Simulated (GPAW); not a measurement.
Runs of GPAW 26.7.0 on SiC (Moissanite). It takes space group P6_3mc (No. 186, hexagonal). Conventional cell: a = 3.076 Å, b = 3.076 Å, c = 5.048 Å, α = 90.00°, β = 90.00°, γ = 120.00°. Si (site symmetry 3m) has 4 C at 1.87 to 1.94 Å as nearest neighbours. C (site symmetry 3m) is surrounded by 4 Si at 1.87 to 1.94 Å. 

```tsv
task	level	potentials or basis	cell	k mesh	cutoff (eV)	smearing	kernel	eta	response ecut	scissors	maxiter	gap on the mesh (eV)	pressure (GPa)	largest force (eV/Å)
optical spectrum	LDA	the program's PAW data sets (release 1.2.1) made for this functional, pw	as given	8 × 8 × 4	600	fermi-dirac 0.001 eV	LR0.2	0.05 eV	50 eV	0 eV	150	2.47	-	-
relaxation of cell and atoms	SOGGA	PAW data sets generated in the run's folder for this functional, pw	relaxed to -2 GPa	7 × 7 × 4	800	fermi-dirac 0.05 eV	-	-	-	-	150	2.46	-1.5	0.03
energy-loss spectrum	LDA	the program's PAW data sets (release 1.2.1) made for this functional, pw	as given	8 × 8 × 4	600	fermi-dirac 0.001 eV	RPA	0.3 eV	50 eV	-	150	2.47	-	-
relaxation of cell and atoms	BP86	PAW data sets generated in the run's folder for this functional, pw	relaxed	7 × 7 × 4	800	fermi-dirac 0.05 eV	-	-	-	-	150	2.70	0.0	-
single point	LDA	the program's PAW data sets (release 1.2.1) made for this functional, pw	as given	8 × 8 × 4	600	fermi-dirac 0.05 eV	-	-	-	-	80	2.47	(a)	0.75
```

Alike in all rows: no spin polarisation.

**Question.** Estimate the missing entries.

**Answer.** (a) -2.6.

Caveats: an odd mesh through Γ misses points on the zone boundary, where band edges often lie (some runs); later steps reuse the first step's grids (some runs); the long-wavelength limit can be off by a per cent or two (some runs); independent-particle spectra lack excitons (some runs); the highest transitions drop out of the frequency grid (some runs); the cutoff is short for stress and forces, so pressures can be off by a GPa or more (some runs).

Runs at the PBE level aren't shown here.
